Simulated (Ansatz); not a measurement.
Input and command of a calculation in Ansatz (plane waves; scalar-relativistic PAW potentials unless the input names others):

```yaml
crystal:
  lattice:
    - [2.8931896586, 0.0, 0.0]
    - [0.0, 2.8931896586, 0.0]
    - [0.0, 0.0, 2.8931896586]
  atoms:
    - { symbol: Ti, position: [0.0, 0.0, 0.0] }
    - { symbol: Co, position: [0.5, 0.5, 0.5], spin: 1.09 }
basis:
  ecutwfc: 420
kpoints:
  mp_grid: { grid: [14, 14, 14] }
hamiltonian:
  xc: pbe
scf:
  occupations: { method: fermi_dirac, width: 0.3 }
  n_extra_bands: 0
  max_iter: 80
output:
  forces: true
  eigenvalues: true
  stress: true
magnetization:
  spin_polarized: true
```

```bash
ansatz run input.yaml --threads 1 --pin off --max-ram 2560MiB --backend cpu --events-out ev --progress --plain --runs-dir out
```

Question: Will this input run?

Answer: The program refuses it, because of too few bands (scf.n_extra_bands: not typed → 0). Also changed, but not at fault: scf.occupations: {"method": "gaussian", "width": 0.1} → {"method": "fermi_dirac", "width": 0.3}. With the sound run's settings it is accepted.

Abridged log:
```
Error: inconsistent input (scf.n_extra_bands): n_bands = 15 cannot host the net starting moment |Σ_I m_I| = 1.0900 μB: with N_el = 29 the majority spin channel must hold (N_el + |M|)/2 = 15.0450 electrons at no more than one per band — at least 16 bands (15 bands cap the reachable moment at 2·n_bands − N_el = 1.0000 μB); raise scf.n_extra_bands until at least 16 bands are solved (omitted, it auto-derives to 21)
```